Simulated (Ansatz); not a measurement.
The cell is a database entry far from equilibrium at this level of theory, probably a faulty or high-pressure entry; it serves as a test geometry alone.

GaN: DFT, PBE, all-electron PAW with datasets made for the crystal, scalar-relativistic (Ansatz 0.2.0).

```yaml
crystal:
  lattice:
    - [0.0, 1.9925, 1.9925]
    - [1.9925, 0.0, 1.9925]
    - [1.9925, 1.9925, 0.0]
  atoms:
    - { symbol: Ga, position: [0.5, 0.5, 0.5] }
    - { symbol: "N", position: [0.0, 0.0, 0.0] }
kpoints:
  mp_grid: { grid: [13, 13, 13] }
  band_path:
    path:
      - [0.0, 0.0, 0.0]
      - [0.5, 0.0, 0.5]
      - [0.625, 0.25, 0.625]
      - [0.375, 0.375, 0.75]
      - [0.0, 0.0, 0.0]
      - [0.5, 0.5, 0.5]
      - [0.5, 0.25, 0.75]
      - [0.5, 0.0, 0.5]
    npoints: 8
scf:
  occupations: { method: fermi_dirac, width: 0.02 }
hamiltonian:
  xc: pbe
  pseudopotentials: { kind: all_electron, datasets: crystal }
output:
  forces: true
  stress: true
  eigenvalues: true
  efg: { contact_densities: true }
```

Output:

```
hamiltonian.pseudopotentials.datasets: crystal makes datasets for this crystal and solves the spheres of its atoms anew in each pass: cutoff 460.0 eV, the density's 1840.0 eV; for an error of 0.50 meV an atom under PBE, 1.0 meV for the cell; an energy difference from a run of another recipe may be off by several times the error for the cell, under r2SCAN by more, where some 0.1 meV an atom stays at smaller errors; N in spheres of 0.894 Å, 5 of its electrons in bands; Ga in spheres of 1.095 Å, 13 of its electrons in bands, 8 on its site; only band paths and densities of states list, in semicore columns, the levels of the semicore shells that are solved separately: 3s of Ga, 3p of Ga
Engine: ansatz 0.2.0
Pseudopotentials: kind: all_electron
Pseudopotential: Ga, paw, valence charge 21, recommended cutoff 460 eV (normal), Koelling and Harmon's equation, gaussian nucleus
Pseudopotential: N, paw, valence charge 5, recommended cutoff 460 eV (normal), Koelling and Harmon's equation, gaussian nucleus
Functional definition: PBE
  parameter kappa = 0.804
  parameter beta = 0.06672455060314922
  exchange = pbe_x(kappa = kappa, mu = beta*pi^2/3)
  correlation = pbe_c(beta = beta)
Crystal: 2 atoms, lattice volume = 15.821 Å³
Basis set: ecut = 460 eV, 339 PW (Γ), exchange–correlation on 40×40×40 points (8 copies of the dense FFT grid, shifted against one another)
Bands: 13, of which v1, the nominal top of the filled ones, is band 9 counted from 1 (8 counted from 0)
Symmetry: 48 space group operations
Space group: Fm-3m (ITA 225), of the structure as read, at distance tolerance 2.5e-5 Å
k-points: 84 of 2197
Non-local potential: Ga, projectors of the file, l = 0: 1, l = 1: 1, l = 2: 2
Non-local potential: N, projectors of the file, l = 0: 1, l = 1: 1
PAW form: soft (Blöchl's): semilocal exchange-correlation on the pseudo side does not see the compensation charge
PAW one-centre angular grid: Ga, 590 points (default); XC on its mesh's 1841 points in the sphere
PAW one-centre angular grid: N, 110 points (default); XC on its mesh's 1919 points in the sphere
Initial density: superposition of atomic densities (neutral atoms: chi_scale 0, normalization atom)
Initial wavefunctions: pseudopotential atomic-orbital guess
Functional: x = pbe(κ = 0.804, μ = 0.2195149727645171), c = pbe(β = 0.06672455060314922)
iter 1 solved again at ethr=3.37e-2 eV; its pass at ethr=1.00e-1 eV (dr2=6.06e0 eV) is discarded
SCF iter   1: F=—  HF=-54391.138676 eV  |F-HF|=—  |Δ(HF+E_count)|=         —  Δρ=2.01e-1  dr2=6.45e0  ethr=3.37e-2  ⟨swp⟩=2.0  Hψ=5272  notcnv=0
preconditioner: auto → none  [insulator: Δε(μ)=4.274 eV  Ē_g=20.349 eV  σ=0.020 eV  W_gap=1.00  n_scr=8 (ndim 8)  ℏωp=39.6 eV  f_vac=0.000  D(μ)=0.00/eV (n_scr^D=0)  ε∞_Penn≈4.8]
iter 2 solved again at ethr=3.18e-3 eV; its pass at ethr=3.37e-2 eV (dr2=5.72e-1 eV) is discarded
SCF iter   2: F=—  HF=-54389.438702 eV  |F-HF|=—  |Δ(HF+E_count)|=    1.70e0  Δρ=8.06e-2  dr2=5.79e-1  ethr=3.18e-3  ⟨swp⟩=2.0  Hψ=4922  notcnv=0
SCF iter   3: F=—  HF=-54389.262114 eV  |F-HF|=—  |Δ(HF+E_count)|=   1.77e-1  Δρ=2.00e-2  dr2=3.29e-2  ethr=3.18e-3  ⟨swp⟩=3.0  Hψ=2674  notcnv=0
SCF iter   4: F=—  HF=-54389.278709 eV  |F-HF|=—  |Δ(HF+E_count)|=   1.66e-2  Δρ=7.24e-3  dr2=3.89e-3  ethr=1.83e-4  ⟨swp⟩=3.0  Hψ=2683  notcnv=0
SCF iter   5: F=—  HF=-54389.273294 eV  |F-HF|=—  |Δ(HF+E_count)|=   5.42e-3  Δρ=1.32e-3  dr2=1.28e-4  ethr=2.16e-5  ⟨swp⟩=3.0  Hψ=3155  notcnv=0
SCF iter   6: F=—  HF=-54389.274007 eV  |F-HF|=—  |Δ(HF+E_count)|=   7.13e-4  Δρ=4.96e-4  dr2=1.27e-5  ethr=7.14e-7  ⟨swp⟩=3.0  Hψ=2726  notcnv=0
SCF iter   7: F=—  HF=-54389.274007 eV  |F-HF|=—  |Δ(HF+E_count)|=   6.02e-7  Δρ=6.69e-5  dr2=4.05e-7  ethr=7.07e-8  ⟨swp⟩=3.0  Hψ=2007  notcnv=0
SCF iter   8: F=-54389.274007 eV  HF=-54389.274007 eV  |F-HF|=5.09e-10  |Δ(HF+E_count)|=   2.57e-8  Δρ=7.48e-6  dr2=3.96e-9  ethr=2.25e-9  ⟨swp⟩=3.0  Hψ=2443  notcnv=0
SCF 1 converged in 8 iterations: F = -54389.274007 eV  dr2 = 3.96e-9
  Residual-converged pass: ⟨swp⟩=2.9  Hψ=2019  notcnv=0  max |occ|·‖R‖ = 5.2e-6 eV (tolerance 5.3e-6 eV)  dr2=3.91e-9  dr2_onsite=6.18e-9  max |Δocc| = 0.0e0
  greatest PAW one-centre occupation: 0.986 electrons in one spin orbital (limit 2), on the Ga atom at site 0 (counted from 0), in its partial waves of l = 2
NSCF: frozen V_eff on 57 k-points
SCF converged after 8 iterations
Free energy (F): -54389.274007 eV
Harris-Foulkes:  -54389.274007 eV  (|F-HF|=5.09e-10)
Internal energy: -54389.274007 eV  (E = F + TS)
E sigma→0 (E₀):  -54389.274007 eV
Past the cutoff: the bands carry plane waves up to 1.75 times it, of which those up to 1.5 times it add -0.000166 eV an atom, each by itself; the spheres take 0.000138 eV an atom off the energy for waves past 1.75 times it
By the cutoff:   a pressure is off by up to 0.008 GPa (1.2 times the spheres' own share and the shells' term, over an atom's volume, and 0.004 GPa: a bound that held against runs at twice the plane waves)
Past the cutoffs: a stress includes 0.0061 GPa for waves and charges beyond them, in addition to the slope of what the spheres take
In the spheres:  the bands' charges fall short by 6.4e-7 e at most (sound up to 1e-3), those of shells solved beside the bands by 2.1e-8 e (sound up to 5e-4)
Fermi energy:    20.111487 eV
--- Per-component energies (eV) ---
  The terms above E_closure are by the made datasets' own strengths, without shells solved beside the bands.
--- Forces (eV/Å), atoms counted from 1 ---
  atom   1  Ga     0.00000000     0.00000000    -0.00000000
  atom   2  N     -0.00000000     0.00000000    -0.00000000
  max |Σ_I F_I| component: 2.45e-29 eV/Å
--- Stress (GPa, compression-positive) ---
       69.072666       0.000000       0.000000
        0.000000      69.072666       0.000000
        0.000000       0.000000      69.072666
  P = ⅓ Tr σ = 69.0727 GPa (690.727 kbar)
  It holds what live shells' own plane waves past their cutoff add
--- PAW observables at the nuclei: V_zz in 10²¹ V/m², potentials from the cell's mean, atoms counted from 1 ---
  atom   1  Ga V_zz =    +0.000000   η = 0.0000   by run symmetry: forbidden
            electrostatic potential = -4141.512585 V   contact ρ = 187458.760315 e/Å³
  atom   2  N  V_zz =    -0.000000   η = 0.0000   by run symmetry: forbidden
            electrostatic potential = -526.083889 V   contact ρ = 1414.054588 e/Å³
--- Band table (eV; the first three rows and the last of 84) ---
  k-point 0: bands = ["-0.0948", "5.0116", "5.0116", "5.0116", "5.1613", "5.1613", "18.3890", "18.3890", "18.3890", "23.6003", "34.7745"]
  k-point 1: bands = ["0.0426", "5.0013", "5.0215", "5.0215", "5.1455", "5.1455", "17.7242", "18.4155", "18.4155", "24.1006", "32.9056"]
  k-point 2: bands = ["0.4479", "4.9716", "5.0142", "5.0142", "5.1374", "5.1374", "16.2232", "18.4929", "18.4929", "25.0348", "31.1049"]
  k-point 83: bands = ["2.7873", "4.9326", "4.9677", "5.0403", "5.4487", "8.0637", "12.3354", "13.0493", "14.4238", "25.7099", "30.1700"]
```
